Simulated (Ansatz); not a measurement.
Here is an Ansatz 0.2.0 calculation.

Contents of input.yaml:

```yaml
crystal:
  lattice:
    - [1.540698181, 0.8895225095, 4.8137698526]
    - [-1.540698181, 0.8895225095, 4.8137698526]
    - [0.0, -1.7790450191, 4.8137698526]
  atoms:
    - { symbol: Ti, position: [0.75450217, 0.75450217, 0.75450217] }
    - { symbol: Ti, position: [0.24549783, 0.24549783, 0.24549783] }
    - { symbol: C, position: [0.5, 0.5, 0.5] }
hamiltonian:
  xc: pbesol
  pseudopotentials: { kind: paw }
kpoints:
  mp_grid: { grid: [10, 10, 10] }
scf:
  occupations: { method: fermi_dirac, width: 0.05 }
output:
  forces: true
  stress: true
  eigenvalues: true
relax:
  f_tol: 0.01
  max_steps: 40
  cell: { stress_tol: 0.05 }
```

Potentials or basis: Ansatz PAW.

Launch:

```bash
$ ansatz run input.yaml --threads 2 --pin off --max-ram 5632MiB --backend cpu --events-out ev --progress --plain --runs-dir out
```

Q: Predict the space group after relaxing (to 0.05 Å).

A: R-3m (No. 166).

Q: Predict the relaxed volume.

A: 12.84 Å³/atom.

Q: Estimate the band gap on the k mesh.

A: None (metal or under the smearing width).

Final structure:
```yaml
crystal:
  lattice:
    - [1.52629, 0.88120, 4.77324]
    - [-1.52629, 0.88120, 4.77324]
    - [0.00000, -1.76240, 4.77324]
  atoms:
    - { symbol: Ti, position: [0.75414, 0.75414, 0.75414] }
    - { symbol: Ti, position: [0.24586, 0.24586, 0.24586] }
    - { symbol: C, position: [0.50000, 0.50000, 0.50000] }
```

Caveat: the PAW data sets come from PBE, with cores solved anew for the run's functional, which leaves a small shift of forces and pressure.
